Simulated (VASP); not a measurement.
# SnSe (Fm-3m) in VASP: notebook, part 2 of 2

VASP 6.6.1. The steps go on from the part before.

## 3. Single point, r2SCAN

Contents of INCAR:

```
SYSTEM = SnSe
  ADDGRID = .FALSE.
  ALGO = Normal
  EDIFF = 1E-7
  ENCUT = 500
  ISIF = 2
  ISMEAR = 0
  LASPH = .TRUE.
  LCHARG = .FALSE.
  LMIXTAU = .TRUE.
  LREAL = .FALSE.
  LWAVE = .FALSE.
  METAGGA = R2SCAN
  NBANDS = 17
  NELM = 100
  PREC = Accurate
  SIGMA = 0.05
```

Contents of KPOINTS:

```
k-points
0
G
  6 6 6
  0 0 0
```

Contents of POSCAR:

```
SnSe
1.0
    0.0000000000      3.0100000000      3.0100000000
    3.0100000000      0.0000000000      3.0100000000
    3.0100000000      3.0100000000      0.0000000000
Sn Se
1 1
Direct
    0.0000000000      0.0000000000      0.0000000000
    0.5000000000      0.5000000000      0.5000000000
```

Potentials or basis: VASP PAW PBE potentials, release 64 (Sn_d, Se).

Command:

```
$ cat potpaw_PBE.64/Sn_d/POTCAR potpaw_PBE.64/Se/POTCAR > POTCAR
$ mpirun -np 1 vasp_std > vasp.out
```

OUTCAR:

```text
SYSTEM = SnSe
   EDIFF = 1E-7
   ENCUT = 500
   ISIF = 2
   ISMEAR = 0
   LASPH = .TRUE.
   LREAL = .FALSE.
   METAGGA = R2SCAN
   NELM = 100
   PREC = Accurate

 Found     16 irreducible k-points:

 Following reciprocal coordinates:
            Coordinates               Weight
  0.000000  0.000000  0.000000      1.000000
  0.166667  0.000000  0.000000      8.000000
  0.333333  0.000000  0.000000      8.000000
  0.500000  0.000000  0.000000      4.000000
  0.166667  0.166667  0.000000      6.000000
  0.333333  0.166667  0.000000     24.000000
   k-points           NKPTS =     16   k-points in BZ     NKDIM =     16   number of bands    NBANDS=     17
   number of dos      NEDOS =    301   number of ions     NIONS =      2
   total plane-waves  NPLWV =  32768
   dimension x,y,z NGX =    32 NGY =   32 NGZ =   32
   dimension x,y,z NGXF=    64 NGYF=   64 NGZF=   64
   ions per type =               1   1
   NGX,Y,Z   is equivalent  to a cutoff of  12.50, 12.50, 12.50 a.u.
   NGXF,Y,Z  is equivalent  to a cutoff of  24.99, 24.99, 24.99 a.u.
 SYSTEM =  SnSe
   PREC   = accura    normal or accurate (medium, high low for compatibility)
   ISTART =      0    job   : 0-new  1-cont  2-samecut
   ICHARG =      2    charge: 1-file 2-atom 10-const
   ISPIN  =      1    spin polarized calculation?
   LNONCOLLINEAR =      F non collinear calculations
   LSORBIT =      F    spin-orbit coupling
   LASPH  =      T    aspherical Exc in radial PAW
   ENCUT  =  500.0 eV  36.75 Ry    6.06 a.u.   7.76  7.76  7.76*2*pi/ulx,y,z
   NELM   =    100;   NELMIN=  2; NELMDL= -5     # of ELM steps
   EDIFF  = 0.1E-06   stopping-criterion for ELM
   LREAL  =      F    real-space projection
   EDIFFG = 0.1E-05   stopping-criterion for IOM
   NSW    =      0    number of steps for IOM
   IBRION =     -1    ionic relax: 0-MD 1-quasi-New 2-CG
   NFREE  =      0    steps in history (QN), initial steepest desc. (CG)
   ISIF   =      2    stress and relaxation
   ISYM   =      2    0-nonsym 1-usesym 2-fastsym
   POTIM  = 0.5000    time-step for ionic-motion
   TEBEG  =    0.0;   TEEND  =   0.0 temperature during run
   PSTRESS=    0.0 pullay stress
   NELECT =      20.0000    total number of electrons
   NUPDOWN=      -1.0000    fix difference up-down
   EMIN   =  10.00;   EMAX   =-10.00  energy-range for DOS
   EFERMI =   0.00;   METHOD = LEGACY
   ISMEAR =     0;   SIGMA  =   0.05  broadening in eV -4-tet -1-fermi 0-gaus
   EFERMI_NEDOS =   21; number of points for ismear=-14 and -15
   IALGO  =     38    algorithm
   IMIX   =      4    mixing-type and parameters
     AMIX     =   0.40;   BMIX     =  1.00
     AMIX_MAG =   1.60;   BMIX_MAG =  1.00
  volume/ion in A,a.u.               =      27.27       184.03
  Fermi-wavevector in a.u.,A,eV,Ry     =   1.171768  2.214321 18.681350  1.373040
  Thomas-Fermi vector in A             =   2.308207
   LORBIT       =      0    0 simple, 1 ext, 2 COOP (PROOUT), +10 PAW based schemes
   METAGGA = R2SCAN    functional components
   LHFCALC =     F    Hartree Fock is set to
   AEXX    =    0.0000 exact exchange contribution
   IVDW    =     0    specifies the selected vdW correction
   LEPSILON=     F    determine dielectric tensor
   LRPA    =     F    only Hartree local field effects (RPA)
 non-spin polarized calculation
 Gauss-broadening in eV      SIGMA  =   0.05
  energy-cutoff  :      500.00
  volume of cell :       54.54
 maximum number of plane-waves:      1411
   NGX = 15   NGY = 15   NGZ = 15

 number of electron      20.0000005 magnetization

 Free energy of the ion-electron system (eV)
  ---------------------------------------------------
  ext. energy  EPLUGINS =         0.00000000
  ---------------------------------------------------
  free energy    TOTEN  =       -39.89064219 eV

  energy without entropy =      -39.89064219  energy(sigma->0) =      -39.89064219

 E-fermi :   5.9135     XC(G=0): -10.1968

 val. band max:        5.7014322043   @ k =   0.5000   0.0000   0.0000
 cond. band min:       6.1550409521   @ k =   0.5000   0.0000   0.0000
 fundamental gap:      0.4536087478
 Fermi energy:         5.9135466145

 k-point     1 :       0.0000    0.0000    0.0000
  band No.  band energies     occupation
      1     -16.8490      2.00000
      2     -16.8490      2.00000
      3     -16.8464      2.00000
      4     -16.8464      2.00000
      5     -16.8464      2.00000
      6      -9.0327      2.00000
[... 9 lines left out ...]
     16      11.7446      0.00000
     17      14.0161      0.00000

 k-point     2 :       0.1667    0.0000    0.0000
  band No.  band energies     occupation
      1     -16.8509      2.00000
      2     -16.8509      2.00000
      3     -16.8457      2.00000
      4     -16.8434      2.00000
      5     -16.8434      2.00000
      6      -8.8342      2.00000
[... 9 lines left out ...]
     16      12.3907      0.00000
     17      15.7822      0.00000

 k-point     3 :       0.3333    0.0000    0.0000
  band No.  band energies     occupation
      1     -16.8554      2.00000
      2     -16.8553      2.00000
      3     -16.8444      2.00000
      4     -16.8368      2.00000
      5     -16.8368      2.00000
      6      -8.3598      2.00000
[... 9 lines left out ...]
     16      14.0811      0.00000
     17      17.9778      0.00000

 k-point     4 :       0.5000    0.0000    0.0000
  band No.  band energies     occupation
      1     -16.8576      2.00000
      2     -16.8576      2.00000
      3     -16.8438      2.00000
      4     -16.8335      2.00000
      5     -16.8335      2.00000
      6      -8.0620      2.00000
[... 9 lines left out ...]
     16      16.1953      0.00000
     17      16.1953      0.00000

 k-point     5 :       0.1667    0.1667    0.0000
  band No.  band energies     occupation
      1     -16.8550      2.00000
      2     -16.8480      2.00000
      3     -16.8470      2.00000
      4     -16.8420      2.00000
      5     -16.8419      2.00000
      6      -8.7675      2.00000
[... 9 lines left out ...]
     16      13.4810      0.00000
     17      14.3845      0.00000

 k-point     6 :       0.3333    0.1667    0.0000
  band No.  band energies     occupation
      1     -16.8609      2.00000
      2     -16.8489      2.00000
      3     -16.8472      2.00000
      4     -16.8379      2.00000
      5     -16.8358      2.00000
      6      -8.3807      2.00000
[... 9 lines left out ...]
     16      15.0042      0.00000
     17      16.5948      0.00000

 [... further k-points ...]

------------------------ aborting loop because EDIFF is reached ----------------------------------------

  FORCE on cell =-STRESS in cart. coord.  units (eV):
  Direction    XX          YY          ZZ          XY          YZ          ZX
  --------------------------------------------------------------------------------------
  -------------------------------------------------------------------------------------
  Total       -0.1501408     -0.1501408     -0.1501408      0.0000000      0.0000000     -0.0000000
  in kB       -4.4104189     -4.4104189     -4.4104189      0.0000000      0.0000000     -0.0000000
  external PRESSURE =      -4.4104189 kB  Pullay stress =       0.0000000 kB

 VOLUME and BASIS-vectors are now :
 -----------------------------------------------------------------------------
  energy-cutoff  :      500.00
  volume of cell :       54.54
      direct lattice vectors                 reciprocal lattice vectors
     0.000000000  3.010000000  3.010000000    -0.166112957  0.166112957  0.166112957
     3.010000000  0.000000000  3.010000000     0.166112957 -0.166112957  0.166112957
     3.010000000  3.010000000  0.000000000     0.166112957  0.166112957 -0.166112957

 POSITION                                       TOTAL-FORCE (eV/Angst)
 -----------------------------------------------------------------------------------
      0.00000      0.00000      0.00000         0.000000     -0.000000     -0.000000
      3.01000      3.01000      3.01000         0.000000      0.000000      0.000000
 -----------------------------------------------------------------------------------
    total drift:                                0.000000     -0.000000     -0.000000

  FREE ENERGIE OF THE ION-ELECTRON SYSTEM (eV)
  ---------------------------------------------------
  free  energy   TOTEN  =       -39.8906421913 eV

  energy  without entropy=      -39.8906421913  energy(sigma->0) =      -39.89064219
```

OSZICAR:

```text
N       E                     dE             d eps       ncg     rms          rms(c)
DAV:   1     0.964751818121E+02    0.96475E+02   -0.94792E+03   569   0.142E+03
DAV:   2    -0.312770054882E+02   -0.12775E+03   -0.12382E+03   587   0.336E+02
DAV:   3    -0.430541582659E+02   -0.11777E+02   -0.11706E+02   659   0.932E+01
[... 12 lines left out ...]
DAV:  16    -0.398906416202E+02   -0.36180E-05   -0.44629E-06   597   0.257E-02    0.265E-03
DAV:  17    -0.398906413339E+02    0.28629E-06   -0.17169E-06   591   0.175E-02    0.232E-03
DAV:  18    -0.398906418545E+02   -0.52063E-06   -0.15550E-06   567   0.122E-02    0.881E-04
DAV:  19    -0.398906421784E+02   -0.32389E-06   -0.26450E-07   507   0.390E-03    0.225E-04
DAV:  20    -0.398906421913E+02   -0.12890E-07   -0.16826E-08   336   0.125E-03
   1 F= -.39890642E+02 E0= -.39890642E+02  d E =-.801856E-11
```

Run time: 45 s. Hardware: 1 thread of Intel Xeon Platinum 8488C (Sapphire Rapids), shared host; peak memory 0.18 GiB.

These settings aren't checked as converged: the numbers below hold their error.

What came out:

```
Free energy            : -39.8906 eV
Pressure               : -0.4 GPa
Band gap on the k mesh : 0.45 eV, direct
```

Caveat: the PAW data sets were made with another functional, which shifts forces and pressure a little; spin-orbit coupling is left out, which moves the levels of the heavy elements.

## 4. Single point, r2SCAN

Changes to INCAR since step 3:

```diff
@@ -4,3 +4,3 @@
   EDIFF = 1E-7
-  ENCUT = 500
+  ENCUT = 400
   ISIF = 2
```

Contents of KPOINTS:

```
k-points
0
G
  7 7 7
  0 0 0
```

POSCAR is that of step 3.

Command:

```
$ cat potpaw_PBE.64/Sn_d/POTCAR potpaw_PBE.64/Se/POTCAR > POTCAR
$ mpirun -np 1 vasp_std > vasp.out
```

It took 53 s on 1 thread of Intel Xeon Platinum 8488C (Sapphire Rapids), shared host; peak memory 0.16 GiB.

These settings aren't checked as converged: the numbers below hold their error.

Results:

* Free energy: -39.8770 eV
* Pressure: -0.1 GPa

Caveat: this odd mesh misses L, where the gap lies, so gap, dielectric constants and Born charges aren't listed; the PAW data sets were made with another functional, which shifts forces and pressure a little.

## 5. Single point, r2SCAN

Changes to INCAR since step 4:

```diff
@@ -4,3 +4,3 @@
   EDIFF = 1E-7
-  ENCUT = 400
+  ENCUT = 200
   ISIF = 2
```

Contents of KPOINTS:

```
k-points
0
G
  10 10 10
  0 0 0
```

POSCAR is that of step 4.

Command:

```
$ cat potpaw_PBE.64/Sn_d/POTCAR potpaw_PBE.64/Se/POTCAR > POTCAR
$ mpirun -np 1 vasp_std > vasp.out
```

Run time: 48 s. Hardware: 1 thread of Intel Xeon Platinum 8488C (Sapphire Rapids), shared host; peak memory 0.12 GiB.

The run converged, but a check on its numbers failed (symmetry, net force, bounds or a known fault of this set-up), so they aren't taken as properties of the crystal.

Caveat: the cutoff lies under the usual one of these potentials, so the numbers hold a large basis-set error; the PAW data sets were made with another functional, which shifts forces and pressure a little; spin-orbit coupling is left out, which moves the levels of the heavy elements.

## 6. Single point, r2SCAN

Changes to INCAR since step 5:

```diff
@@ -4,3 +4,3 @@
   EDIFF = 1E-7
-  ENCUT = 200
+  ENCUT = 600
   ISIF = 2
```

Contents of KPOINTS:

```
k-points
0
G
  6 6 6
  0 0 0
```

POSCAR is that of step 5.

Potentials or basis: VASP PAW PBE potentials, release 64 (Sn_d, Se).

Command:

```
$ cat potpaw_PBE.64/Sn_d/POTCAR potpaw_PBE.64/Se/POTCAR > POTCAR
$ mpirun -np 1 vasp_std > vasp.out
```

Run time: 73 s. Hardware: 1 thread of Intel Xeon Platinum 8488C (Sapphire Rapids), shared host; peak memory 0.21 GiB.

These settings aren't checked as converged: the numbers below hold their error.

What came out:

| Property | Result |
| --- | --- |
| Free energy | -39.8928 eV |
| Pressure | -0.4 GPa |
| Band gap on the k mesh | 0.45 eV, direct |

Caveat: the PAW data sets were made with another functional, which shifts forces and pressure a little; spin-orbit coupling is left out, which moves the levels of the heavy elements.

## 7. For comparison

An earlier run on the cell as given: functional PBEsol; potentials or basis VASP PAW PBE potentials, release 64 (Sn_d, Se); cutoff 520 eV; k mesh 8 × 8 × 8; occupations fermi-dirac, width 0.05 eV; no spin polarisation.

- Pressure: -1.9 GPa
- Band gap on the k mesh: 0.65 eV, direct
